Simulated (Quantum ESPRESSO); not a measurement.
# Dipole at the next field: 2H-ScBr2, 1 layer

**Set-up.** Quantum ESPRESSO 7.5, PBE, GBRV ultrasoft; sawtooth field along the normal with dipole correction, ions clamped, threshold 1e-9 Ry; cell area 11.835 Å².

```
field (V/Å)  dipole (e Å a cell)
          0              0.00000
        0.1              0.03279
        0.2              0.06569
```

**Question.** What is the dipole at 0.4 V/Å, and what electrostatic thickness 4πα/A follows from the rows?

By hand: The slope is (0.06569 − (0.00000))/0.2 = 0.3284 e Å²/V, so 4πα/A = 180.95 × 0.3284/11.835 = 5.02 Å. Linear response gives p = 0.00000 + 0.3284 × (0.4) = 0.13138 e Å; a parabola through the three rows gives 0.13182.

**The withheld run.** p = 0.13137 e Å. The line misses by 0.0 % of the induced dipole and the parabola by 0.3 %. The response is linear over this range.

Caveats: Electrons alone respond; local and semilocal functionals tend to overscreen.

[Logs are printed without paths, hosts, clocks, repeated set-up lines and the standing remarks that a program may print on its own settings, such as how far it seeks lower states.]
